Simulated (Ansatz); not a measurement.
# InSe: the cost of one run

Method: DFT PBE+D3(BJ), scalar-relativistic, plane waves, PAW, in Ansatz 0.2.0.

A COD entry behind a cell of this session may itself be a prediction, so a difference from it is no test against experiment.

18 further runs of the same task are left out: 18 set aside as unsound or not needed.

**1. The starting structure**

It takes space group P-6m2 (No. 187, hexagonal). Conventional cell: a = 3.825 Å, b = 3.825 Å, c = 36.721 Å, α = 90.00°, β = 90.00°, γ = 120.00°. Around Se (site symmetry 3m) lie 3 In at 2.56 Å. Around In (site symmetry 3m) lie 3 Se at 2.56 Å and 1 In at 2.79 Å.

As a file:

```xyz
4
Lattice="3.8250 0.0000 0.0000 -1.9125 3.3125 0.0000 0.0000 0.0000 36.7212" Properties=species:S:1:pos:R:3 pbc="T T T"
Se    0.0000    0.0000   15.6671
In    1.9125    1.1042   16.9627
In    1.9125    1.1042   19.7575
Se    0.0000    0.0000   21.0531
```

This is the geometry of the first run shown, built on a cell relaxed beforehand with the same method.

**2. What is varied**

Atoms count from 1 in the order of the input.

The lattice constant and the thickness of a sheet are varied, nothing relaxed.

- lattice constant a of the sheet (both vectors scaled alike): 7 values from 3.825 to 4.228 Å
- thickness: height of Se4 above Se1, all heights scaled alike: 7 values from 5.035 to 5.736 Å

Nothing else is relaxed. Points are written as (first, second).

**3. The run at (3.825 Å, 5.386 Å)**

Along c the cell is not periodic, so the sheet has no images above or below.

Contents of input.yaml:

```yaml
crystal:
  lattice:
    - [3.825, 0.0, 0.0]
    - [-1.9125, 3.3125471695, 0.0]
    - [0.0, 0.0, 36.7211901288]
  atoms:
    - { symbol: Se, position: [0.0, 0.0, 0.4266497246] }
    - { symbol: In, position: [0.6666666667, 0.3333333333, 0.4619327665] }
    - { symbol: In, position: [0.6666666667, 0.3333333333, 0.5380395423] }
    - { symbol: Se, position: [0.0, 0.0, 0.5733225307] }
  periodic: [true, true, false]
basis:
  ecutwfc: 420
kpoints:
  mp_grid: { grid: [9, 9, 1] }
hamiltonian:
  xc: pbe
  dispersion: d3bj
scf:
  occupations: { method: gaussian, width: 0.02 }
output:
  forces: true
  stress: true
  eigenvalues: true
```

Started as:

```
> ansatz run input.yaml --threads 2 --pin off --max-ram 6144MiB --backend cpu --events-out ev --progress --plain --runs-dir out
```

What time and memory should one allow on 2 threads of Intel Xeon 6975P-C (Granite Rapids), shared host?

About 4.9 s, with a peak of 0.7 GiB.
